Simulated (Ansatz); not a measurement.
**Ti₃Al₅: an elastic constant from a strain scan**

All numbers below come from DFT PBEsol, scalar-relativistic, plane waves, PAW in Ansatz. Settings: plane waves to 420 eV, k-mesh 10×10×6 (Γ-centred), Gaussian smearing 0.15 eV. No spin polarisation. Energies are free energies at this smearing, counted from the undisturbed cell; pressure is positive in compression.

Reference structure (relaxed at this level; it needn't be the usual structure):

```
Ti Al
1.0
     3.88330    0.00000    0.00000
     0.00000    3.88330    0.00000
     0.00000    0.00000    8.29688
Ti Al
3 5
Direct
  0.00000 0.00000 0.50000
  0.50000 0.50000 0.00000
  0.50000 0.50000 0.50000
  0.00000 0.50000 0.25235
  0.00000 0.50000 0.74765
  0.50000 0.00000 0.25235
  0.50000 0.00000 0.74765
  0.00000 0.00000 0.00000
```

The cell is strained by ε times the Voigt pattern (0, 0, 0, 0, 0, 1) (xx, yy, zz, yz, xz, xy; engineering shear) with fractional coordinates fixed. The cell holds 8 atoms in V0 = 125.12 Å³. The stress column is τ = (1/V0) dE/dε, got from the stress tensor σ (compression positive) at each point as −det(1 + εP) σ : P(1 + εP)⁻¹, with P the pattern as a tensor.

| ε | ΔE (meV/atom) | τ (GPa) |
| --- | --- | --- |
| -0.0875 | 37.962 | -8.968 |
| -0.0750 | 27.812 | -7.667 |
| -0.0625 | 19.253 | -6.364 |
| -0.0500 | 12.280 | -5.066 |
| -0.0375 | 6.885 | -3.779 |
| -0.0250 | 3.052 | -2.507 |
| -0.0125 | 0.761 | -1.249 |
| 0.0000 | 0.000 | 0.000 |
| 0.0125 | 0.761 | 1.249 |
| 0.0250 | 3.052 | 2.507 |
| 0.0375 | 6.885 | 3.779 |
| 0.0500 | 12.280 | 5.066 |
| 0.0625 | 19.253 | 6.364 |
| 0.0750 | 27.812 | 7.667 |
| 0.0875 | 37.962 | 8.968 |
| 0.1000 | ? | ? |

Which combination of elastic constants does this scan measure, and how large is it?

For small ε, τ = τ0 + Kε with K = pᵀCp, which for this pattern is C66 in the Cartesian frame shown. The parabola through τ at ε = -0.0125, 0 and 0.0125 has slope K = 100 GPa at zero. The energies per cell, E = NΔE, of the same two points give K = 2[E(ε₊)/ε₊ − E(ε₋)/ε₋]/[(ε₊ − ε₋)V0] = 100 GPa, in agreement. These are clamped-ion values.

Predict the withheld row at ε = 0.1000 from the harmonic law, and compare.

ΔE = V0(τ0 ε + Kε²/2)/N = 48.772 meV/atom and τ = 9.99 GPa. The calculation gives 49.697 meV/atom and 10.26 GPa, a miss of 1.9 % of the harmonic energy, so the harmonic law still holds here.

Forces appear on the atoms along this scan, and letting them relax would lower the energy and soften the response. In a metal these slopes depend on the k mesh and the smearing.